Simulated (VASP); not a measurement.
# CoO (P3m1) in VASP: a series of runs, part 3 of 3

VASP 6.6.1.

## 6. Single point, PBE, collinear spin, ferromagnetic start

Input file INCAR:

```
ADDGRID = F ; ALGO = Normal
EDIFF = 1E-6 ; ENCUT = 450
GGA = PE ; ISIF = 2
ISMEAR = 0 ; ISPIN = 2
LASPH = T ; LCHARG = F
LMAXMIX = 4 ; LORBIT = 11
LREAL = F ; LWAVE = F
MAGMOM = 2 2 0 0 ; NELM = 100
PREC = Normal ; SIGMA = 0.05
```

Input file KPOINTS:

```
k-points
0
Gamma
  4 4 2
```

Input file POSCAR:

```
CoO
1.0
    3.1976457435      0.0000000000      0.0000000000
   -1.5988228718      2.7692424462      0.0000000000
    0.0000000000      0.0000000000      5.2287097100
Co O
2 2
Direct
    0.3333333333      0.6666666667      0.5033624100
    0.0000000000      0.0000000000      0.0034741400
    0.3333333333      0.6666666667      0.8715556000
    0.0000000000      0.0000000000      0.3716088500
```

Potentials or basis: VASP PAW PBE potentials, release 64 (Co, O).

Started as:

```console
> cat potpaw_PBE.64/Co/POTCAR potpaw_PBE.64/O/POTCAR > POTCAR
> mpirun -np 1 vasp_std > vasp.out
```

OUTCAR:

```text
EDIFF = 1E-6
   ENCUT = 450
   GGA = PE
   ISIF = 2
   ISMEAR = 0
   ISPIN = 2
   LASPH = T
   LORBIT = 11
   LREAL = F
   NELM = 100
   PREC = Normal

 Found      8 irreducible k-points:

 Following reciprocal coordinates:
            Coordinates               Weight
  0.000000  0.000000  0.000000      1.000000
  0.250000  0.000000  0.000000      6.000000
  0.500000  0.000000  0.000000      3.000000
  0.250000  0.250000  0.000000      6.000000
  0.000000  0.000000  0.500000      1.000000
  0.250000  0.000000  0.500000      6.000000
   k-points           NKPTS =      8   k-points in BZ     NKDIM =      8   number of bands    NBANDS=     21
   number of dos      NEDOS =    301   number of ions     NIONS =      4
   total plane-waves  NPLWV =   9072
   dimension x,y,z NGX =    18 NGY =   18 NGZ =   28
   dimension x,y,z NGXF=    36 NGYF=   36 NGZF=   56
   ions per type =               2   2
   NGX,Y,Z   is equivalent  to a cutoff of   9.36,  9.36,  8.90 a.u.
   NGXF,Y,Z  is equivalent  to a cutoff of  18.72, 18.72, 17.81 a.u.
 SYSTEM =  unknown system
   PREC   = normal    normal or accurate (medium, high low for compatibility)
   ISTART =      0    job   : 0-new  1-cont  2-samecut
   ICHARG =      2    charge: 1-file 2-atom 10-const
   ISPIN  =      2    spin polarized calculation?
   LNONCOLLINEAR =      F non collinear calculations
   LSORBIT =      F    spin-orbit coupling
   LASPH  =      T    aspherical Exc in radial PAW
   ENCUT  =  450.0 eV  33.07 Ry    5.75 a.u.   5.53  5.53  9.04*2*pi/ulx,y,z
   NELM   =    100;   NELMIN=  2; NELMDL= -5     # of ELM steps
   EDIFF  = 0.1E-05   stopping-criterion for ELM
   LREAL  =      F    real-space projection
   EDIFFG = 0.1E-04   stopping-criterion for IOM
   NSW    =      0    number of steps for IOM
   IBRION =     -1    ionic relax: 0-MD 1-quasi-New 2-CG
   NFREE  =      0    steps in history (QN), initial steepest desc. (CG)
   ISIF   =      2    stress and relaxation
   ISYM   =      2    0-nonsym 1-usesym 2-fastsym
   POTIM  = 0.5000    time-step for ionic-motion
   TEBEG  =    0.0;   TEEND  =   0.0 temperature during run
   PSTRESS=    0.0 pullay stress
   NELECT =      30.0000    total number of electrons
   NUPDOWN=      -1.0000    fix difference up-down
   EMIN   =  10.00;   EMAX   =-10.00  energy-range for DOS
   EFERMI =   0.00;   METHOD = LEGACY
   ISMEAR =     0;   SIGMA  =   0.05  broadening in eV -4-tet -1-fermi 0-gaus
   EFERMI_NEDOS =   21; number of points for ismear=-14 and -15
   IALGO  =     38    algorithm
   IMIX   =      4    mixing-type and parameters
     AMIX     =   0.40;   BMIX     =  1.00
     AMIX_MAG =   1.60;   BMIX_MAG =  1.00
  volume/ion in A,a.u.               =      11.58        78.11
  Fermi-wavevector in a.u.,A,eV,Ry     =   1.416620  2.677023 27.304329  2.006812
  Thomas-Fermi vector in A             =   2.537935
   LORBIT       =     11    0 simple, 1 ext, 2 COOP (PROOUT), +10 PAW based schemes
   GGA     = PE    functional components
   LHFCALC =     F    Hartree Fock is set to
   AEXX    =    0.0000 exact exchange contribution
   IVDW    =     0    specifies the selected vdW correction
   LEPSILON=     F    determine dielectric tensor
   LRPA    =     F    only Hartree local field effects (RPA)
 spin polarized calculation
 Gauss-broadening in eV      SIGMA  =   0.05
  energy-cutoff  :      450.00
  volume of cell :       46.30
 maximum number of plane-waves:      1038
   NGX = 11   NGY = 11   NGZ = 19

 number of electron      29.9999996 magnetization       5.8749970

 Free energy of the ion-electron system (eV)
  ---------------------------------------------------
  ext. energy  EPLUGINS =         0.00000000
  ---------------------------------------------------
  free energy    TOTEN  =       -26.60329488 eV

  energy without entropy =      -26.59995037  energy(sigma->0) =      -26.60162263

 E-fermi :   6.0827     XC(G=0): -11.1079

 val. band max:        5.9502625223   @ k =   0.0000   0.0000   0.0000
 cond. band min:       6.1106565832   @ k =   0.2500   0.2500   0.0000
 fundamental gap:      0.1603940609
 Fermi energy:         6.0826683678

 spin component 1

 k-point     1 :       0.0000    0.0000    0.0000
  band No.  band energies     occupation
      1     -13.9596      1.00000
      2     -13.3272      1.00000
      3      -0.9993      1.00000
      4      -0.2175      1.00000
      5      -0.0568      1.00000
      6      -0.0568      1.00000
[... 13 lines left out ...]
     20      11.4049      0.00000
     21      13.0007      0.00000

 k-point     2 :       0.2500    0.0000    0.0000
  band No.  band energies     occupation
      1     -13.6825      1.00000
      2     -13.2189      1.00000
      3      -0.6956      1.00000
      4      -0.4028      1.00000
      5      -0.0859      1.00000
      6       0.0955      1.00000
[... 13 lines left out ...]
     20      12.9750      0.00000
     21      13.5197      0.00000
[... 55 lines left out ...]
      5       0.0980      1.00000
      6       0.0980      1.00000
[... 13 lines left out ...]
     20       8.6314      0.00000
     21      15.9642      0.00000

 k-point     6 :       0.2500    0.0000    0.5000
  band No.  band energies     occupation
      1     -13.4491      1.00000
      2     -13.4460      1.00000
      3      -0.9079      1.00000
      4      -0.9072      1.00000
      5       0.1116      1.00000
      6       0.1132      1.00000
[... 13 lines left out ...]
     20       9.9355      0.00000
     21      15.6497      0.00000

 [... further k-points ...]

 spin component 2

 k-point     1 :       0.0000    0.0000    0.0000
  band No.  band energies     occupation
      1     -13.4045      1.00000
      2     -12.7406      1.00000
      3      -0.4527      1.00000
      4       1.0830      1.00000
      5       1.2499      1.00000
      6       1.2499      1.00000
[... 13 lines left out ...]
     20      11.9959      0.00000
     21      13.9579      0.00000

 k-point     2 :       0.2500    0.0000    0.0000
  band No.  band energies     occupation
      1     -13.1148      1.00000
      2     -12.6257      1.00000
      3       0.0451      1.00000
      4       0.3737      1.00000
      5       0.7871      1.00000
      6       1.2433      1.00000
[... 13 lines left out ...]
     20      13.9907      0.00000
     21      14.2299      0.00000
[... 55 lines left out ...]
      5       1.3163      1.00000
      6       1.3163      1.00000
[... 13 lines left out ...]
     20       9.4543      0.00000
     21      16.6109      0.00000

 k-point     6 :       0.2500    0.0000    0.5000
  band No.  band energies     occupation
      1     -12.8700      1.00000
      2     -12.8667      1.00000
      3      -0.1100      1.00000
      4      -0.1093      1.00000
      5       1.1779      1.00000
      6       1.1794      1.00000
[... 13 lines left out ...]
     20      10.7518      0.00000
     21      16.4742      0.00000

 [... further k-points ...]

------------------------ aborting loop because EDIFF is reached ----------------------------------------

  FORCE on cell =-STRESS in cart. coord.  units (eV):
  Direction    XX          YY          ZZ          XY          YZ          ZX
  --------------------------------------------------------------------------------------
  -------------------------------------------------------------------------------------
  Total        0.0881488      0.0881488      0.5156691     -0.0000000      0.0000000     -0.0000000
  in kB        3.0502897      3.0502897     17.8441479     -0.0000000      0.0000000     -0.0000000
  external PRESSURE =       7.9815758 kB  Pullay stress =       0.0000000 kB

 VOLUME and BASIS-vectors are now :
 -----------------------------------------------------------------------------
  energy-cutoff  :      450.00
  volume of cell :       46.30
      direct lattice vectors                 reciprocal lattice vectors
     3.197645743  0.000000000  0.000000000     0.312730077  0.180554794  0.000000000
    -1.598822872  2.769242446  0.000000000     0.000000000  0.361109588  0.000000000
     0.000000000  0.000000000  5.228709710     0.000000000  0.000000000  0.191251773

 POSITION                                       TOTAL-FORCE (eV/Angst)
 -----------------------------------------------------------------------------------
     -0.00000      1.84616      2.63194         0.000000      0.000000     -0.248613
      0.00000      0.00000      0.01817        -0.000000      0.000000     -0.254856
     -0.00000      1.84616      4.55711         0.000000      0.000000      0.251824
      0.00000      0.00000      1.94303        -0.000000     -0.000000      0.251645
 -----------------------------------------------------------------------------------
    total drift:                                0.000007      0.000012     -0.002175

  FREE ENERGIE OF THE ION-ELECTRON SYSTEM (eV)
  ---------------------------------------------------
  free  energy   TOTEN  =       -26.6032948805 eV

  energy  without entropy=      -26.5999503720  energy(sigma->0) =      -26.60162263

 total charge

# of ion       s       p       d       tot
------------------------------------------
    1        0.348   0.436   7.188   7.972
    2        0.348   0.436   7.188   7.972
    3        1.560   3.451   0.000   5.012
    4        1.560   3.452   0.000   5.012
--------------------------------------------------
tot          3.817   7.774  14.376  25.968

 magnetization (x)

# of ion       s       p       d       tot
------------------------------------------
    1        0.017   0.059   2.425   2.502
    2        0.018   0.059   2.425   2.502
    3        0.022   0.290   0.000   0.312
    4        0.022   0.290   0.000   0.312
--------------------------------------------------
tot          0.079   0.699   4.851   5.629
```

OSZICAR:

```text
N       E                     dE             d eps       ncg     rms          rms(c)
DAV:   1     0.240761596398E+03    0.24076E+03   -0.13000E+04   672   0.150E+03
DAV:   2    -0.236731403473E+01   -0.24313E+03   -0.22540E+03   692   0.349E+02
DAV:   3    -0.311145237470E+02   -0.28747E+02   -0.27261E+02   777   0.138E+02
DAV:   4    -0.319810182043E+02   -0.86649E+00   -0.86337E+00   707   0.270E+01
DAV:   5    -0.320090231554E+02   -0.28005E-01   -0.27999E-01   902   0.428E+00    0.246E+01
DAV:   6    -0.304214964980E+02    0.15875E+01   -0.63330E+01   911   0.117E+02    0.314E+01
DAV:   7    -0.263472282095E+02    0.40743E+01   -0.16270E+01   860   0.954E+01    0.110E+01
DAV:   8    -0.266754417882E+02   -0.32821E+00   -0.30354E+00   746   0.139E+01    0.702E+00
DAV:   9    -0.265235068071E+02    0.15193E+00   -0.13000E+00  1148   0.149E+01    0.278E+00
DAV:  10    -0.266134674668E+02   -0.89961E-01   -0.24024E-01   920   0.664E+00    0.168E+00
DAV:  11    -0.266168637758E+02   -0.33963E-02   -0.18211E-01  1059   0.702E+00    0.179E+00
DAV:  12    -0.266029570467E+02    0.13907E-01   -0.11932E-01  1058   0.567E+00    0.367E-01
DAV:  13    -0.266031953049E+02   -0.23826E-03   -0.87137E-03   946   0.124E+00    0.137E-01
DAV:  14    -0.266032285112E+02   -0.33206E-04   -0.58260E-04   737   0.261E-01    0.109E-01
DAV:  15    -0.266032414803E+02   -0.12969E-04   -0.21421E-04   770   0.130E-01    0.751E-02
DAV:  16    -0.266032838776E+02   -0.42397E-04   -0.79341E-05   931   0.949E-02    0.318E-02
DAV:  17    -0.266032941075E+02   -0.10230E-04   -0.26791E-05   938   0.625E-02    0.133E-02
DAV:  18    -0.266032948805E+02   -0.77299E-06   -0.51027E-06   638   0.286E-02
   1 F= -.26603295E+02 E0= -.26601623E+02  d E =-.334451E-02  mag=     5.8763
```

stdout:

```text
POSCAR found type information on POSCAR CoO
 POSCAR found :  2 types and       4 ions
 scaLAPACK will be used
 LDA part: xc-table for (Slater+PW92), standard interpolation
 POSCAR, INCAR and KPOINTS ok, starting setup
 FFT: planning ... GRIDC
 FFT: planning ... GRID_SOFT
 FFT: planning ... GRID
 WAVECAR not read
 entering main loop
```

Run time: 18 s. Hardware: 1 thread of Intel Xeon Platinum 8375C at 2.90GHz (Ice Lake), shared host; peak memory 0.14 GiB.

The run converged, but some of its settings lie outside the range that counts as converged, so its numbers aren't taken as properties of the crystal.

What came out:

```
Free energy                                           : -26.6033 eV
Largest force                                         : 0.255 eV/Å
Band gap on the k mesh                                : none (metal or under the smearing width)
Net moment                                            : 5.87 μB per cell
Site moments                                          : Co +2.50; O +0.31 μB
Valence electrons inside the program's atomic spheres : Co 7.97; O 5.01
```

Caveat: the k mesh is coarse (spacing up to 0.60 Å⁻¹), so the values aren't converged; the cutoff is under 1.25 times the usual one of these potentials, so pressure, stress and relaxed cells hold a basis-set (Pulay) error; semilocal functionals often make such compounds metallic where correlation or magnetic order opens a gap, which also shifts bond lengths.
